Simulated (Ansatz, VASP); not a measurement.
Pd: VASP beside Ansatz

```
Pd
1.0
     0.00000    2.24522    1.45939
     2.24522    0.00000    1.45939
     2.24522    2.24522    0.00000
Pd
1
Cartesian
  0.0000 0.0000 0.0000
```

Alike in both runs: task single point; functional PBE; k mesh 24 × 24 × 24; occupations gaussian, width 0.15 eV; no spin polarisation.

```csv
,VASP,Ansatz
version,VASP 6.6.1,Ansatz 0.2.0
potentials or method,"VASP PAW PBE potentials, release 64 (Pd)","scalar-relativistic, plane waves, PAW"
plane-wave cutoff (eV),520,420
valence electrons in the cell,10,18
```

```csv
,VASP,Ansatz,Ansatz less VASP
gap on the k mesh at the Fermi level (eV),none,none,-
pressure (GPa),8.8,9.2,+0.38
largest component of the traceless stress (GPa),0.51,0.53,+0.020
```

A gap of «none» marks a metal or a gap that the smearing closes. The functional is the same, so the differences come from potentials, cutoffs and numerics. The two sets of potentials don't hold the same shells in valence.
